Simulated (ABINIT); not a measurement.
# Au (Fm-3m) in ABINIT: equation of state

Aim: energy against volume of Au in PBE, for its equilibrium volume and stiffness.

All numbers are computed with ABINIT 10.8.3 (patched build); they aren't measurements. Logs are shortened: lines on timing, memory, paths and dates and some standing lists are left out, and cuts for length are marked. The log counts tension as positive stress, the text compression.

## Step 1: The crystal as given

The structure is cubic, space group Fm-3m (No. 225). The conventional cell has a = 4.070 Å, b = 4.070 Å, c = 4.070 Å, α = 90.00°, β = 90.00°, γ = 90.00°. Au (site symmetry m-3m) is surrounded by 12 Au at 2.88 Å.

## Step 2: Equation of state, PBE

Contents of run.abi:

```
# Datasets: one volume each
ndtset 7
getwfk -1
scalecart1 3*0.9795861087
scalecart2 3*0.9864848297
scalecart3 3*0.9932883884
scalecart4 3*1.0000000000
scalecart5 3*1.0066227096
scalecart6 3*1.0131594038
scalecart7 3*1.0196128224

# Pseudopotentials
pp_dirpath "./"
pseudos "Au.GGA_PBE-JTH.xml"

# Structure
acell 3*1.0 Angstrom
rprim
     0.0000000000     2.0350000000     2.0350000000
     2.0350000000     0.0000000000     2.0350000000
     2.0350000000     2.0350000000     0.0000000000
ntypat 1
znucl 79
natom 1
typat 1
xred
     0.0000000000     0.0000000000     0.0000000000

# Plane-wave basis
ecut 20.0
pawecutdg 40.0
pawxcdev 0

# k points
kptopt 1
ngkpt 11 11 11
nshiftk 1
shiftk 0.0 0.0 0.0

# Exchange and correlation
ixc 11

# Bands and occupations
nband 10
occopt 3
tsmear 0.05 eV

# SCF cycle
nstep 100
tolvrs 1.0e-9

# Output
iomode 3
prtwf 1
prtden 0
prteig 0
prtebands 0
enunit 1
```

Potentials or basis: JTH PAW PBE v2.0.

Launch:

```console
> abinit run.abi > log 2>&1
```

run.abo:

```text
.Version 10.8.3 of ABINIT
 DATASET    1 : space group Fm -3 m (#225); Bravais cF (face-center cubic)
================================================================================
 Values of the parameters that define the memory need for DATASET  1.
     intxc =       0    ionmov =       0      iscf =      17    lmnmax =      18
     lnmax =       6     mgfft =      24  mpssoang =       3    mqgrid =    3001
     natom =       1  nloc_mem =       2    nspden =       1   nspinor =       1
    nsppol =       1      nsym =      48    n1xccc =       1    ntypat =       1
    occopt =       3   xclevel =       2
       mpw =         470          nfft =       13824          nkpt =          56
 PAW method is used; the additional fine FFT grid is defined by:
   mgfftf=        32    nfftf =     32768
================================================================================
================================================================================
[... 71 lines left out ...]
 DATASET    7 : space group Fm -3 m (#225); Bravais cF (face-center cubic)
================================================================================
 Values of the parameters that define the memory need for DATASET  7.
     intxc =       0    ionmov =       0      iscf =      17    lmnmax =      18
     lnmax =       6     mgfft =      24  mpssoang =       3    mqgrid =    3001
     natom =       1  nloc_mem =       2    nspden =       1   nspinor =       1
    nsppol =       1      nsym =      48    n1xccc =       1    ntypat =       1
    occopt =       3   xclevel =       2
       mpw =         532          nfft =       13824          nkpt =          56
 PAW method is used; the additional fine FFT grid is defined by:
   mgfftf=        32    nfftf =     32768
================================================================================
================================================================================

--------------------------------------------------------------------------------
------------- Echo of variables that govern the present computation ------------
--------------------------------------------------------------------------------
 -outvars: echo values of preprocessed input variables --------
            acell      1.8897261259E+00  1.8897261259E+00  1.8897261259E+00 Bohr
              amu      1.96966540E+02
             ecut      2.00000000E+01 Hartree
           enunit           1
           getwfk          -1
                       outvar_i_n : Printing only first  50 k-points.
              ixc          11
           jdtset        1    2    3    4    5    6    7
                       outvar_i_n : Printing only first  50 k-points.
         kptrlatt       11    0    0      0   11    0      0    0   11
          kptrlen1     5.86021543E+01
          kptrlen2     5.90148591E+01
          kptrlen3     5.94218710E+01
          kptrlen4     5.98233823E+01
          kptrlen5     6.02195752E+01
          kptrlen6     6.06106224E+01
          kptrlen7     6.09966877E+01
            natom           1
            nband          10
           ndtset           7
            ngfft          24      24      24
          ngfftdg          32      32      32
             nkpt          56
            nstep         100
             nsym          48
           ntypat           1
                       prtocc : prtvol=0, do not print more k-points.
           occopt           3
        pawecutdg      4.00000000E+01 Hartree
         pawxcdev           0
           prtden           0
        prtebands           0
           prteig           0
            rprim1     0.0000000000E+00  1.9934577312E+00  1.9934577312E+00
                       1.9934577312E+00  0.0000000000E+00  1.9934577312E+00
                       1.9934577312E+00  1.9934577312E+00  0.0000000000E+00
            rprim2     0.0000000000E+00  2.0074966284E+00  2.0074966284E+00
                       2.0074966284E+00  0.0000000000E+00  2.0074966284E+00
                       2.0074966284E+00  2.0074966284E+00  0.0000000000E+00
            rprim3     0.0000000000E+00  2.0213418704E+00  2.0213418704E+00
                       2.0213418704E+00  0.0000000000E+00  2.0213418704E+00
                       2.0213418704E+00  2.0213418704E+00  0.0000000000E+00
            rprim4     0.0000000000E+00  2.0350000000E+00  2.0350000000E+00
                       2.0350000000E+00  0.0000000000E+00  2.0350000000E+00
                       2.0350000000E+00  2.0350000000E+00  0.0000000000E+00
            rprim5     0.0000000000E+00  2.0484772140E+00  2.0484772140E+00
                       2.0484772140E+00  0.0000000000E+00  2.0484772140E+00
                       2.0484772140E+00  2.0484772140E+00  0.0000000000E+00
            rprim6     0.0000000000E+00  2.0617793867E+00  2.0617793867E+00
                       2.0617793867E+00  0.0000000000E+00  2.0617793867E+00
                       2.0617793867E+00  2.0617793867E+00  0.0000000000E+00
            rprim7     0.0000000000E+00  2.0749120936E+00  2.0749120936E+00
                       2.0749120936E+00  0.0000000000E+00  2.0749120936E+00
                       2.0749120936E+00  2.0749120936E+00  0.0000000000E+00
          spgroup         225
           tolvrs      1.00000000E-09
           tsmear      1.83746611E-03 Hartree
            typat      1
           useylm           1
                       outvars : Printing only first  50 k-points.
            znucl       79.00000

================================================================================

 chkinp: Checking input parameters for consistency, jdtset=   1.

 chkinp: Checking input parameters for consistency, jdtset=   2.
[... 35 lines left out ...]
 getcut: wavevector=  0.0000  0.0000  0.0000  ngfft=  24  24  24
         ecut(hartree)=     20.000   => boxcut(ratio)=   2.23774

 getcut : COMMENT -
  Note that boxcut > 2.2 ; recall that boxcut=Gcut(box)/Gcut(sphere) = 2
  is sufficient for exact treatment of convolution.
  Such a large boxcut is a waste : you could raise ecut
  e.g. ecut=   25.037470 Hartrees makes boxcut=2

 Fine grid specifications (used for densities):

 getcut: wavevector=  0.0000  0.0000  0.0000  ngfft=  32  32  32
         ecut(hartree)=     40.000   => boxcut(ratio)=   2.10976

--- Pseudopotential description ------------------------------------------------
- pspini: atom type   1  psp file is ./Au.GGA_PBE-JTH.xml
 Pseudopotential format is: paw10
 basis_size (lnmax)=  6 (lmn_size= 18), orbitals=   0   0   1   1   2   2
 Spheres core radius: rc_sph= 2.50869560
 Shapefunction is SIN type: shapef(r)=[sin(pi*r/rshp)/(pi*r/rshp)]**2
 Radius for shape functions =  2.26305713
 Compensation charge density is not taken into account in XC energy/potential

   3.87212569E+02                                ecore*ucvol(ha*bohr**3)
--------------------------------------------------------------------------------

================================================================================

--- !BeginCycle
iteration_state: {dtset: 1, }
solver: {iscf: 17, nstep: 100, nline: 4, wfoptalg: 10, }
tolerances: {tolvrs: 1.00E-09, }
...
[... 161 lines left out ...]
 getcut: wavevector=  0.0000  0.0000  0.0000  ngfft=  24  24  24
         ecut(hartree)=     20.000   => boxcut(ratio)=   2.22209

 getcut : COMMENT -
  Note that boxcut > 2.2 ; recall that boxcut=Gcut(box)/Gcut(sphere) = 2
  is sufficient for exact treatment of convolution.
  Such a large boxcut is a waste : you could raise ecut
  e.g. ecut=   24.688509 Hartrees makes boxcut=2

 Fine grid specifications (used for densities):

 getcut: wavevector=  0.0000  0.0000  0.0000  ngfft=  32  32  32
         ecut(hartree)=     40.000   => boxcut(ratio)=   2.09501
--------------------------------------------------------------------------------
[... 167 lines left out ...]
 getcut: wavevector=  0.0000  0.0000  0.0000  ngfft=  24  24  24
         ecut(hartree)=     20.000   => boxcut(ratio)=   2.20687

 getcut : COMMENT -
  Note that boxcut > 2.2 ; recall that boxcut=Gcut(box)/Gcut(sphere) = 2
  is sufficient for exact treatment of convolution.
  Such a large boxcut is a waste : you could raise ecut
  e.g. ecut=   24.351458 Hartrees makes boxcut=2

 Fine grid specifications (used for densities):

 getcut: wavevector=  0.0000  0.0000  0.0000  ngfft=  32  32  32
         ecut(hartree)=     40.000   => boxcut(ratio)=   2.08066
--------------------------------------------------------------------------------
[... 844 lines left out ...]
-Cartesian components of stress tensor (GPa)         [Pressure=  7.8691E-01 GPa]
- sigma(1 1)= -7.86914457E-01  sigma(3 2)=  0.00000000E+00
- sigma(2 2)= -7.86914457E-01  sigma(3 1)=  0.00000000E+00
- sigma(3 3)= -7.86914457E-01  sigma(2 1)=  0.00000000E+00

== END DATASET(S) ==============================================================
================================================================================

 -outvars: echo values of variables after computation  --------
            acell      1.8897261259E+00  1.8897261259E+00  1.8897261259E+00 Bohr
           etotal1    -3.4150783656E+01
           etotal2    -3.4152577006E+01
           etotal3    -3.4153962003E+01
           etotal4    -3.4154987166E+01
           etotal5    -3.4155695015E+01
           etotal6    -3.4156125456E+01
           etotal7    -3.4156310038E+01
            fcart1    -0.0000000000E+00 -0.0000000000E+00 -0.0000000000E+00
            fcart2    -0.0000000000E+00 -0.0000000000E+00 -0.0000000000E+00
            fcart3    -0.0000000000E+00 -0.0000000000E+00 -0.0000000000E+00
            fcart4    -0.0000000000E+00 -0.0000000000E+00 -0.0000000000E+00
            fcart5    -0.0000000000E+00 -0.0000000000E+00 -0.0000000000E+00
            fcart6    -0.0000000000E+00 -0.0000000000E+00 -0.0000000000E+00
            fcart7    -0.0000000000E+00 -0.0000000000E+00 -0.0000000000E+00
            rprim1     0.0000000000E+00  1.9934577312E+00  1.9934577312E+00
                       1.9934577312E+00  0.0000000000E+00  1.9934577312E+00
                       1.9934577312E+00  1.9934577312E+00  0.0000000000E+00
[... 17 lines left out ...]
                       2.0749120936E+00  2.0749120936E+00  0.0000000000E+00
           strten1    -8.7696824917E-04 -8.7696824917E-04 -8.7696824917E-04
                       0.0000000000E+00  0.0000000000E+00  0.0000000000E+00
           strten2    -6.8705852012E-04 -6.8705852012E-04 -6.8705852012E-04
                       0.0000000000E+00  0.0000000000E+00  0.0000000000E+00
           strten3    -5.1918102102E-04 -5.1918102102E-04 -5.1918102102E-04
                       0.0000000000E+00  0.0000000000E+00  0.0000000000E+00
           strten4    -3.7136043814E-04 -3.7136043814E-04 -3.7136043814E-04
                       0.0000000000E+00  0.0000000000E+00  0.0000000000E+00
           strten5    -2.4142122690E-04 -2.4142122690E-04 -2.4142122690E-04
                       0.0000000000E+00  0.0000000000E+00  0.0000000000E+00
           strten6    -1.2737657284E-04 -1.2737657284E-04 -1.2737657284E-04
                       0.0000000000E+00  0.0000000000E+00  0.0000000000E+00
           strten7    -2.6746678741E-05 -2.6746678741E-05 -2.6746678741E-05
                       0.0000000000E+00  0.0000000000E+00  0.0000000000E+00
 Calculation completed.
```

It took 81 s on 1 thread of Arm Neoverse V1, shared host; peak memory 0.13 GiB.

Results:

| Quantity | Value |
| --- | --- |
| Equilibrium volume | 17.98 Å³/atom (rough: see the caveat) |
| Bulk modulus | 142 GPa (rough) |

Energy against volume, from the lowest point:
```csv
volume (Å³/atom),energy (meV/atom)
15.843,150.38
16.181,101.58
16.518,63.89
16.855,36.00
17.192,16.74
17.529,5.02
17.866,0.00
```

Caveat: pressures at fixed basis lie under the slope of the energies; the minimum lies outside the volumes run. Spin-orbit coupling is left out, which matters for the levels of Au.
